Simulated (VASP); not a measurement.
# BN (Pnma) in VASP: further runs

Runs on BN. Level: LDA. Tasks: single point.

All numbers are computed with VASP 6.6.1; they aren't measurements. Logs are shortened: lines on timing, memory, paths and dates and some standing lists are left out, and cuts for length are marked.

## (1) The undisturbed crystal

It takes space group Pnma (No. 62, orthorhombic). The conventional cell has a = 4.880 Å, b = 2.591 Å, c = 4.292 Å, α = 90.00°, β = 90.00°, γ = 90.00°. Around N (site symmetry m) lie 4 B at 1.51 to 1.65 Å. B (site symmetry m) is surrounded by 4 N at 1.51 to 1.65 Å.

Measurements of this composition are mostly on another form, of space group No. 194.

## (2) Single point, LDA

INCAR reads:

```
PREC = Accurate
ENCUT = 460
EDIFF = 1E-7
ISMEAR = 0
SIGMA = 0.05
LREAL = F
LASPH = T
NELM = 100
ALGO = Normal
ISIF = 2
LWAVE = F
LCHARG = F
GGA = CA
NBANDS = 26
ADDGRID = T
```

KPOINTS reads:

```
Automatic mesh
0
Gamma
  2 4 3
```

POSCAR reads:

```
BN
1.0
    4.8800890000      0.0000000000      0.0000000000
    0.0000000000      2.5914640000      0.0000000000
    0.0000000000      0.0000000000      4.2920490000
N B
4 4
Direct
    0.3126810000      0.7789050000      0.1007580000
    0.6862050000      0.2199960000      0.9104900000
    0.1885540000      0.2516410000      0.5901280000
    0.8143530000      0.7609560000      0.4059790000
    0.3484130000      0.2497860000      0.9057480000
    0.1724810000      0.7260260000      0.4021060000
    0.8489350000      0.2255820000      0.5905950000
    0.6397780000      0.7695720000      0.0911510000
```

Potentials or basis: VASP PAW LDA potentials, release 64 (N, B).

Command:

```
> cat potpaw_LDA.64/N/POTCAR potpaw_LDA.64/B/POTCAR > POTCAR
> mpirun -np 1 vasp_std > vasp.out
```

OUTCAR:

```text
PREC = Accurate
   ENCUT = 460
   EDIFF = 1E-7
   ISMEAR = 0
   LREAL = F
   LASPH = T
   NELM = 100
   ISIF = 2
   GGA = CA

 Found     14 irreducible k-points:

 Following reciprocal coordinates:
            Coordinates               Weight
  0.000000  0.000000  0.000000      1.000000
  0.500000  0.000000  0.000000      1.000000
  0.000000  0.250000  0.000000      2.000000
  0.500000  0.250000  0.000000      2.000000
  0.000000  0.500000  0.000000      1.000000
  0.500000  0.500000  0.000000      1.000000
   k-points           NKPTS =     14   k-points in BZ     NKDIM =     14   number of bands    NBANDS=     26
   number of dos      NEDOS =    301   number of ions     NIONS =      8
   total plane-waves  NPLWV =  19440
   dimension x,y,z NGX =    36 NGY =   18 NGZ =   30
   dimension x,y,z NGXF=    72 NGYF=   36 NGZF=   60
   ions per type =               4   4
   NGX,Y,Z   is equivalent  to a cutoff of  12.26, 11.55, 11.62 a.u.
   NGXF,Y,Z  is equivalent  to a cutoff of  24.53, 23.09, 23.24 a.u.
 SYSTEM =  unknown system
   PREC   = accura    normal or accurate (medium, high low for compatibility)
   ISTART =      0    job   : 0-new  1-cont  2-samecut
   ICHARG =      2    charge: 1-file 2-atom 10-const
   ISPIN  =      1    spin polarized calculation?
   LNONCOLLINEAR =      F non collinear calculations
   LSORBIT =      F    spin-orbit coupling
   LASPH  =      T    aspherical Exc in radial PAW
   ENCUT  =  460.0 eV  33.81 Ry    5.81 a.u.   8.53  4.53  7.51*2*pi/ulx,y,z
   NELM   =    100;   NELMIN=  2; NELMDL= -5     # of ELM steps
   EDIFF  = 0.1E-06   stopping-criterion for ELM
   LREAL  =      F    real-space projection
   EDIFFG = 0.1E-05   stopping-criterion for IOM
   NSW    =      0    number of steps for IOM
   IBRION =     -1    ionic relax: 0-MD 1-quasi-New 2-CG
   NFREE  =      0    steps in history (QN), initial steepest desc. (CG)
   ISIF   =      2    stress and relaxation
   ISYM   =      2    0-nonsym 1-usesym 2-fastsym
   POTIM  = 0.5000    time-step for ionic-motion
   TEBEG  =    0.0;   TEEND  =   0.0 temperature during run
   PSTRESS=    0.0 pullay stress
   NELECT =      32.0000    total number of electrons
   NUPDOWN=      -1.0000    fix difference up-down
   EMIN   =  10.00;   EMAX   =-10.00  energy-range for DOS
   EFERMI =   0.00;   METHOD = LEGACY
   ISMEAR =     0;   SIGMA  =   0.05  broadening in eV -4-tet -1-fermi 0-gaus
   EFERMI_NEDOS =   21; number of points for ismear=-14 and -15
   IALGO  =     38    algorithm
   IMIX   =      4    mixing-type and parameters
     AMIX     =   0.40;   BMIX     =  1.00
     AMIX_MAG =   1.60;   BMIX_MAG =  1.00
  volume/ion in A,a.u.               =       6.78        45.79
  Fermi-wavevector in a.u.,A,eV,Ry     =   1.372711  2.594047 25.637923  1.884334
  Thomas-Fermi vector in A             =   2.498293
   LORBIT       =      0    0 simple, 1 ext, 2 COOP (PROOUT), +10 PAW based schemes
   GGA     = CA    functional components
   LHFCALC =     F    Hartree Fock is set to
   AEXX    =    0.0000 exact exchange contribution
   IVDW    =     0    specifies the selected vdW correction
   LEPSILON=     F    determine dielectric tensor
   LRPA    =     F    only Hartree local field effects (RPA)
 non-spin polarized calculation
 Gauss-broadening in eV      SIGMA  =   0.05
  energy-cutoff  :      460.00
  volume of cell :       54.28
 maximum number of plane-waves:      1239
 NGX is ok and might be reduce to    36
   NGX = 17   NGY =  9   NGZ = 15

 number of electron      32.0000000 magnetization

 Free energy of the ion-electron system (eV)
  ---------------------------------------------------
  ext. energy  EPLUGINS =         0.00000000
  ---------------------------------------------------
  free energy    TOTEN  =       -74.81798810 eV

  energy without entropy =      -74.81798810  energy(sigma->0) =      -74.81798810

 E-fermi :   5.9292     XC(G=0): -12.1737

 val. band max:        5.6411944497   @ k =   0.0000   0.0000   0.0000
 cond. band min:      10.9962801923   @ k =   0.5000   0.0000   0.3333
 fundamental gap:      5.3550857425
 Fermi energy:         5.9291586258

 k-point     1 :       0.0000    0.0000    0.0000
  band No.  band energies     occupation
      1     -14.0517      2.00000
      2     -11.4304      2.00000
      3     -10.4044      2.00000
      4      -8.3407      2.00000
      5      -3.2190      2.00000
      6      -2.8634      2.00000
[... 18 lines left out ...]
     25      16.5906      0.00000
     26      17.6497      0.00000

 k-point     2 :       0.5000    0.0000    0.0000
  band No.  band energies     occupation
      1     -13.4710      2.00000
      2     -12.7888      2.00000
      3      -9.2297      2.00000
      4      -8.7317      2.00000
      5      -3.9171      2.00000
      6      -3.3048      2.00000
[... 18 lines left out ...]
     25      16.5998      0.00000
     26      16.8591      0.00000

 k-point     3 :       0.0000    0.2500    0.0000
  band No.  band energies     occupation
      1     -13.1244      2.00000
      2     -10.6677      2.00000
      3      -9.7768      2.00000
      4      -8.2708      2.00000
      5      -3.2168      2.00000
      6      -2.4853      2.00000
[... 18 lines left out ...]
     25      16.9843      0.00000
     26      18.3127      0.00000

 k-point     4 :       0.5000    0.2500    0.0000
  band No.  band energies     occupation
      1     -12.5865      2.00000
      2     -11.9003      2.00000
      3      -8.9329      2.00000
      4      -8.4107      2.00000
      5      -3.2310      2.00000
      6      -2.5901      2.00000
[... 18 lines left out ...]
     25      17.4156      0.00000
     26      18.0931      0.00000

 k-point     5 :       0.0000    0.5000    0.0000
  band No.  band energies     occupation
      1     -10.9852      2.00000
      2     -10.2392      2.00000
      3      -9.2258      2.00000
      4      -8.9642      2.00000
      5      -3.4206      2.00000
      6      -3.2923      2.00000
[... 18 lines left out ...]
     25      18.4729      0.00000
     26      19.0772      0.00000

 k-point     6 :       0.5000    0.5000    0.0000
  band No.  band energies     occupation
      1     -10.6973      2.00000
      2      -9.9052      2.00000
      3      -9.8293      2.00000
      4      -9.2299      2.00000
      5      -3.0845      2.00000
      6      -2.9411      2.00000
[... 18 lines left out ...]
     25      18.5185      0.00000
     26      18.7387      0.00000

 [... further k-points ...]

------------------------ aborting loop because EDIFF is reached ----------------------------------------

  FORCE on cell =-STRESS in cart. coord.  units (eV):
  Direction    XX          YY          ZZ          XY          YZ          ZX
  --------------------------------------------------------------------------------------
  -------------------------------------------------------------------------------------
  Total       -5.1551282     -0.8586684     -2.2538281      1.2585075     -2.0276096     -0.7050640
  in kB     -152.1641913    -25.3453605    -66.5263613     37.1474331    -59.8490594    -20.8114098
  external PRESSURE =     -81.3453043 kB  Pullay stress =       0.0000000 kB

 VOLUME and BASIS-vectors are now :
 -----------------------------------------------------------------------------
  energy-cutoff  :      460.00
  volume of cell :       54.28
      direct lattice vectors                 reciprocal lattice vectors
     4.880089000  0.000000000  0.000000000     0.204914296  0.000000000  0.000000000
     0.000000000  2.591464000  0.000000000     0.000000000  0.385882266  0.000000000
     0.000000000  0.000000000  4.292049000     0.000000000  0.000000000  0.232988952

 POSITION                                       TOTAL-FORCE (eV/Angst)
 -----------------------------------------------------------------------------------
      1.52591      2.01850      0.43246         0.697653     -2.349562     -0.636611
      3.34874      0.57011      3.90787        -0.432154      3.498120     -2.423339
      0.92016      0.65212      2.53286         0.499275     -1.346823      1.817603
      3.97412      1.97199      1.74248        -0.173905     -2.448084     -1.417778
      1.70029      0.64731      3.88751        -0.859511      1.306249     -1.226792
      0.84172      1.88147      1.72586        -1.373364      2.175484      0.047054
      4.14288      0.58459      2.53486        -0.690409      2.118473      1.264531
      3.12217      1.99432      0.39122         2.332415     -2.953857      2.575331
 -----------------------------------------------------------------------------------
    total drift:                                0.000029     -0.000092      0.000008

  FREE ENERGIE OF THE ION-ELECTRON SYSTEM (eV)
  ---------------------------------------------------
  free  energy   TOTEN  =       -74.8179881034 eV

  energy  without entropy=      -74.8179881034  energy(sigma->0) =      -74.81798810
```

Wall time 14 s (1 thread of Intel Xeon Platinum 8259CL at 2.50GHz (Skylake/Cascade Lake), shared host); peak memory 0.17 GiB.

These settings aren't checked as converged: the numbers below hold their error.

What came out:

- Free energy: -74.8180 eV
- Pressure: -8.1 GPa
- Largest force: 4.560 eV/Å
- Band gap on the k mesh: 5.36 eV, indirect (least direct gap 5.78 eV)

Caveat: the k mesh is coarse (spacing up to 0.64 Å⁻¹), so the values aren't converged; the cutoff is under 1.25 times the usual one of these potentials, so pressure, stress and relaxed cells hold a basis-set (Pulay) error; an odd mesh through Γ misses points on the zone boundary, where band edges often lie.

## (3) Single point, LDA

INCAR reads:

```
PREC = Normal
ENCUT = 460
EDIFF = 1E-4
ISMEAR = 0
SIGMA = 0.05
LREAL = Auto
LASPH = T
NELM = 100
ALGO = Normal
ISIF = 2
LWAVE = F
LCHARG = F
GGA = CA
NBANDS = 26
ADDGRID = F
```

KPOINTS is that of step 2.

POSCAR is that of step 2.

Potentials or basis: VASP PAW LDA potentials, release 64 (N, B).

Command:

```
> cat potpaw_LDA.64/N/POTCAR potpaw_LDA.64/B/POTCAR > POTCAR
> mpirun -np 1 vasp_std > vasp.out
```

OUTCAR:

```text
PREC = Normal
   ENCUT = 460
   EDIFF = 1E-4
   ISMEAR = 0
   LREAL = Auto
   LASPH = T
   NELM = 100
   ISIF = 2
   GGA = CA

 Found     14 irreducible k-points:

 Following reciprocal coordinates:
            Coordinates               Weight
  0.000000  0.000000  0.000000      1.000000
  0.500000  0.000000  0.000000      1.000000
  0.000000  0.250000  0.000000      2.000000
  0.500000  0.250000  0.000000      2.000000
  0.000000  0.500000  0.000000      1.000000
  0.500000  0.500000  0.000000      1.000000
   k-points           NKPTS =     14   k-points in BZ     NKDIM =     14   number of bands    NBANDS=     26
   number of dos      NEDOS =    301   number of ions     NIONS =      8
[... 255 lines left out ...]
  in kB     -155.2113832    -27.0677702    -68.2149976     37.3414522    -59.9756619    -20.9509561
  external PRESSURE =     -83.4980503 kB  Pullay stress =       0.0000000 kB

 VOLUME and BASIS-vectors are now :
 -----------------------------------------------------------------------------
  energy-cutoff  :      460.00
  volume of cell :       54.28
      direct lattice vectors                 reciprocal lattice vectors
     4.880089000  0.000000000  0.000000000     0.204914296  0.000000000  0.000000000
     0.000000000  2.591464000  0.000000000     0.000000000  0.385882266  0.000000000
     0.000000000  0.000000000  4.292049000     0.000000000  0.000000000  0.232988952

 POSITION                                       TOTAL-FORCE (eV/Angst)
 -----------------------------------------------------------------------------------
      1.52591      2.01850      0.43246         0.709012     -2.345912     -0.635444
      3.34874      0.57011      3.90787        -0.442714      3.492020     -2.416129
      0.92016      0.65212      2.53286         0.488577     -1.345125      1.809613
      3.97412      1.97199      1.74248        -0.163870     -2.449125     -1.411366
      1.70029      0.64731      3.88751        -0.857053      1.306732     -1.231777
      0.84172      1.88147      1.72586        -1.375897      2.176261      0.047296
      4.14288      0.58459      2.53486        -0.684074      2.118349      1.263663
      3.12217      1.99432      0.39122         2.326019     -2.953199      2.574144
 -----------------------------------------------------------------------------------
    total drift:                               -0.012218     -0.005121      0.005950

  FREE ENERGIE OF THE ION-ELECTRON SYSTEM (eV)
  ---------------------------------------------------
  free  energy   TOTEN  =       -74.8212310106 eV

  energy  without entropy=      -74.8212310106  energy(sigma->0) =      -74.82123101
```

stdout:

```text
POSCAR found type information on POSCAR N B
 POSCAR found :  2 types and       8 ions
 scaLAPACK will be used
 -----------------------------------------------------------------------------
|                                                                             |
|                                                                             |
|     You have a (more or less) 'small supercell' and for smaller cells       |
|     it is recommended to use the reciprocal-space projection scheme!        |
|     The real-space optimization is not efficient for small cells and it     |
|     is also less accurate ...                                               |
|     Therefore, set LREAL=.FALSE. in the INCAR file.                         |
|                                                                             |
 -----------------------------------------------------------------------------

 LDA part: xc-table for (Slater(with rela. corr.)+CA(PZ))
 , standard interpolation
 POSCAR, INCAR and KPOINTS ok, starting setup
 FFT: planning ... GRIDC
 FFT: planning ... GRID_SOFT
 FFT: planning ... GRID
 WAVECAR not read
 entering main loop
```

Wall time 7.9 s (1 thread of Intel Xeon Platinum 8259CL at 2.50GHz (Skylake/Cascade Lake), shared host); peak memory 0.12 GiB.

These settings aren't checked as converged: the numbers below hold their error.

Results:

```
Free energy            : -74.8212 eV
Pressure               : -8.3 GPa
Largest force          : 4.556 eV/Å
Band gap on the k mesh : 5.35 eV, indirect (least direct gap 5.78 eV)
```

Caveat: the k mesh is coarse (spacing up to 0.64 Å⁻¹), so the values aren't converged; the cutoff is under 1.25 times the usual one of these potentials, so pressure, stress and relaxed cells hold a basis-set (Pulay) error; an odd mesh through Γ misses points on the zone boundary, where band edges often lie.

## (4) Single point, LDA

INCAR reads:

```
PREC = Accurate
ENCUT = 520
EDIFF = 1E-7
ISMEAR = 0
SIGMA = 0.05
LREAL = F
LASPH = T
NELM = 100
ALGO = Normal
ISIF = 2
LWAVE = F
LCHARG = F
GGA = CA
NBANDS = 26
ADDGRID = F
```

KPOINTS is that of step 3.

POSCAR is that of step 3.

Command:

```
> cat potpaw_LDA.64/N/POTCAR potpaw_LDA.64/B/POTCAR > POTCAR
> mpirun -np 1 vasp_std > vasp.out
```

It took 13 s on 1 thread of Intel Xeon Platinum 8259CL at 2.50GHz (Skylake/Cascade Lake), shared host; peak memory 0.13 GiB.

These settings aren't checked as converged: the numbers below hold their error.

What came out:

```
Free energy            : -74.8120 eV
Pressure               : -7.3 GPa
Largest force          : 4.557 eV/Å
Band gap on the k mesh : 5.35 eV, indirect (least direct gap 5.78 eV)
```

Caveat: the k mesh is coarse (spacing up to 0.64 Å⁻¹), so the values aren't converged; an odd mesh through Γ misses points on the zone boundary, where band edges often lie.
